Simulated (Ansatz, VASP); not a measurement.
## One calculation of As, two programs

```
As
1.0
     2.67406    0.00000    0.00000
     0.00000    2.67406    0.00000
     0.00000    0.00000    2.67406
As
1
Direct
  0.00000 0.00000 0.00000
```

Change from the starting cell: volume scaled by 0.9405.

Alike in both runs: task single point; functional PBE; k mesh 13 × 13 × 13; occupations fermi-dirac, width 0.03 eV; no spin polarisation.

|  | VASP | Ansatz |
| --- | --- | --- |
| version | VASP 6.6.1 | Ansatz 0.2.0 |
| potentials or method | VASP PAW PBE potentials, release 64 (As), cutoff 520 eV | all-electron LAPW, scalar-relativistic |

```tsv
	VASP	Ansatz	Ansatz less VASP
pressure (GPa)	6.0	5.8	-0.25
```

Ansatz ran all-electron here, so the differences hold the error of VASP's frozen core and of both bases.
